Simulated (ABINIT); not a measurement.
Crystal: MnO.

```
Mn O
1.0
     2.67239    0.00000    0.00000
     0.00000    2.67239    0.00000
     0.00000    0.00000    2.67239
Mn O
1 1
Direct
  0.00000 0.00000 0.00000
  0.50000 0.50000 0.50000
```

Measurements of this composition are mostly on another form, of space group No. 225.

Base run:

```yaml
Program: ABINIT 10.8.3 (patched build)
Functional: PBEsol
Potentials_or_basis: JTH PAW PBE v2.0
Cutoff: 707 eV
k_mesh: 7 × 7 × 7
Occupations: gaussian, width 0.05 eV
Spin: collinear spin, ferromagnetic start
Starting_moments: "[5.0, 0.0] μB"
Hubbard_terms: Mn d U = 4 eV
```

Its results: band gap on the k mesh 0.60 eV, indirect (least direct gap 1.96 eV); pressure 16.7 GPa; net moment 5.00 μB per cell; site moments Mn +4.47; O +0.19 μB.

Question: The run is repeated on the same cell with these changes: functional from PBEsol to LDA; potentials or basis from JTH PAW PBE v2.0 to JTH PAW LDA v2.0. What comes out?

Answer: Band gap on the k mesh 0.71 eV, indirect (least direct gap 1.66 eV); pressure 9.1 GPa; net moment 5.00 μB per cell; site moments Mn +4.45; O +0.21 μB.

Caveats: an odd mesh through Γ misses points on the zone boundary, where band edges often lie; a cell with one magnetic atom can't hold antiferromagnetic order, which such compounds often take; the PAW data sets were made with another functional, which shifts forces and pressure a little (some runs).
